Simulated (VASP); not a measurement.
Write the native input for VASP 6.6.1 that does the following.

- Task: single point
- Functional: PBEsol
- Potentials or basis: VASP PAW PBE potentials, release 64 (B, N)
- Cutoff: 520 eV
- k mesh: 10 × 10 × 10
- Occupations: fermi-dirac, width 0.03 eV
- Spin: no spin polarisation
- Dipole correction: no
- Further INCAR settings: ALGO = Normal; EDIFF = 1e-06; NBANDS = 11

The structure of BN lies in POSCAR:

```
BN
1.0
    2.3009984357      0.0000000000      0.0000000000
    0.0000000000      2.3009984357      0.0000000000
    0.0000000000      0.0000000000      2.3009984357
B N
1 1
Direct
    0.0000000000      0.0000000000      0.0000000000
    0.5000000000      0.5000000000      0.5000000000
```

The cell was built by a generator and needn't be a form met in nature.

One way to write it, as run:

INCAR

```
SYSTEM = BN
ALGO     = Normal         ! electronic algorithm
EDIFF    = 1E-6           ! SCF threshold, eV
ENCUT    = 520            ! plane-wave cutoff, eV
GGA      = PS             ! functional
ISIF     = 2              ! what is computed and relaxed
ISMEAR   = -1             ! smearing method
LASPH    = .True.         ! aspherical terms in the spheres
LCHARG   = .False.        ! write CHGCAR
LREAL    = .False.        ! projectors in reciprocal space
LWAVE    = .False.        ! write WAVECAR
NBANDS   = 11             ! bands
NELM     = 100            ! most SCF steps
PREC     = Accurate       ! precision mode
SIGMA    = 0.03           ! smearing width, eV
```

KPOINTS

```
k-points
0
Gamma
  10 10 10
  0 0 0
```

Potentials or basis: VASP PAW PBE potentials, release 64 (B, N).

The run is started by

```console
$ cat potpaw_PBE.64/B/POTCAR potpaw_PBE.64/N/POTCAR > POTCAR
$ mpirun -np 1 vasp_std > vasp.out
```

Results of the run:

| Quantity | Value |
| --- | --- |
| Pressure | 0.1 GPa |
| Band gap on the k mesh | none (metal or under the smearing width) |

Caveat: the PAW data sets were made with another functional, which shifts forces and pressure a little.

Wall time 6.4 s on 1 thread of Intel(R) Xeon(R) Platinum 8259CL CPU @ 2.50GHz (Skylake/Cascade Lake), with other jobs on the host, peak memory 0.11 GiB.
